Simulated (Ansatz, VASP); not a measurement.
# Rb in VASP and in Ansatz

INCAR

```
SYSTEM = Rb
  ALGO = Normal
  EDIFF = 1E-6
  ENCUT = 520
  GGA = PS
  ISIF = 2
  ISMEAR = -1
  LASPH = .TRUE.
  LCHARG = .FALSE.
  LREAL = .FALSE.
  LWAVE = .FALSE.
  NBANDS = 10
  NELM = 80
  PREC = Accurate
  SIGMA = 0.05
```

Contents of KPOINTS:

```
k-points
0
G
  7 7 7
  0 0 0
```

POSCAR

```
Rb
1.0
   -2.8025000000      2.8025000000      2.8025000000
    2.8025000000     -2.8025000000      2.8025000000
    2.8025000000      2.8025000000     -2.8025000000
Rb
1
Direct
    0.0000000000      0.0000000000      0.0000000000
```

The input input.yaml:

```yaml
crystal:
  lattice:
    - [-2.8025, 2.8025, 2.8025]
    - [2.8025, -2.8025, 2.8025]
    - [2.8025, 2.8025, -2.8025]
  atoms:
    - { symbol: Rb, position: [0.0, 0.0, 0.0] }
kpoints:
  mp_grid: { grid: [7, 7, 7] }
  band_path:
    path:
      - [0.0, 0.0, 0.0]
      - [0.5, -0.5, 0.5]
      - [0.0, 0.0, 0.5]
      - [0.0, 0.0, 0.0]
      - [0.25, 0.25, 0.25]
      - [0.5, -0.5, 0.5]
    npoints: 10
scf:
  occupations: { method: fermi_dirac, width: 0.05 }
hamiltonian:
  xc: pbesol
  pseudopotentials: { kind: all_electron, datasets: crystal }
output:
  forces: true
  stress: true
  eigenvalues: true
  elf: true
  volumetric_format: npy
```

Alike in both runs: functional PBEsol; k mesh 7 × 7 × 7; occupations fermi-dirac, width 0.05 eV; no spin polarisation.

|  | VASP | Ansatz |
| --- | --- | --- |
| version | VASP 6.6.1 | Ansatz 0.2.0 |
| potentials or method | VASP PAW PBE potentials, release 64 (Rb_sv) | all-electron PAW datasets made for the crystal |
| plane-wave cutoff (eV) | 520 | see its input |
| task | single point | band structure |

|  | VASP | Ansatz | Ansatz less VASP |
| --- | --- | --- | --- |
| gap on the k mesh at the Fermi level (eV) | none | none | - |
| pressure (GPa) | -0.1 | -0.1 | 0.00 |

A gap of «none» marks a metal or a gap that the smearing closes. Ansatz ran all-electron here, so the differences hold the error of VASP's frozen core and of both bases.

Caveats: the PAW data sets were made with another functional, which shifts forces and pressure a little (VASP).
